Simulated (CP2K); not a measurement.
Runs of CP2K 2026.2 on Ag. Symmetry: Fm-3m, No. 225, cubic system. Conventional cell: a = 4.085 Å, b = 4.085 Å, c = 4.085 Å, α = 90.00°, β = 90.00°, γ = 90.00°. Around Ag (site symmetry m-3m) lie 12 Ag at 2.89 Å. 

| level | potentials or basis | smearing | EPS_DEFAULT | NGRIDS | basis sets | potentials | points a segment of the path (NPOINTS) | gap on the mesh (eV) | pressure (GPa) |
| --- | --- | --- | --- | --- | --- | --- | --- | --- | --- |
| TB-mBJ | POTENTIAL_UZH Ag GTH-PBE-q11; TZVP-MOLOPT-PBE-GTH basis | fermi-dirac 0.1 eV | 1.0E-10 | 4 | Ag TZVP-MOLOPT-PBE-GTH-q11 | Ag GTH-PBE-q11 of POTENTIAL_UZH | 8 | none | - |
| LDA | GTH_POTENTIALS Ag GTH-PADE-q11; TZVP-MOLOPT-PBE-GTH basis | fermi-dirac 0.05 eV | 1.0E-9 | 4 | Ag TZVP-MOLOPT-PBE-GTH-q11 | Ag GTH-PADE-q11 of GTH_POTENTIALS | 8 | none | -7.6 |
| PBE | POTENTIAL_UZH Ag GTH-PBE-q11; TZVP-MOLOPT-PBE-GTH basis | fermi-dirac 0.0259 eV | 1.0E-9 | 4 | Ag TZVP-MOLOPT-PBE-GTH-q11 | Ag GTH-PBE-q11 of POTENTIAL_UZH | 8 | none | 4.1 |
| PBEsol | POTENTIAL_UZH Ag GTH-PBE-q11; TZVP-MOLOPT-PBE-GTH basis | fermi-dirac 0.01 eV | 1.0E-9 | 5 | Ag TZVP-MOLOPT-PBE-GTH-q11 | Ag GTH-PBE-q11 of POTENTIAL_UZH | 10 | none | (b) |
| PBE | POTENTIAL_UZH Ag GTH-PBE-q11; TZVP-MOLOPT-PBE-GTH basis | fermi-dirac 0.01 eV | 1.0E-9 | 5 | Ag TZVP-MOLOPT-PBE-GTH-q11 | Ag GTH-PBE-q11 of POTENTIAL_UZH | 6 | none | (a) |
| r2SCAN | POTENTIAL_UZH Ag GTH-SCAN-q11; TZVP-MOLOPT-SCAN-GTH basis | fermi-dirac 0.01 eV | 1.0E-9 | 4 | Ag TZVP-MOLOPT-SCAN-GTH-q11 | Ag GTH-SCAN-q11 of POTENTIAL_UZH | 8 | none | 1.6 |

Alike in all rows: task band structure; no spin polarisation; cell as given; k mesh 11 × 11 × 11.

**Question.** Fill in the values left out.

**Answer.** (a) 4.0; (b) -2.5.

Caveats: the basis of atomic orbitals isn't converged, which shifts pressures, moduli and gaps; the potentials were made for another functional, which shifts forces and pressure (some runs); this is a model potential without an energy functional, so only levels have meaning (some runs).

A k mesh can miss the band edges, and the runs leave out spin-orbit coupling on Ag.

A gap of «none» marks a metal or a gap under the smearing width.
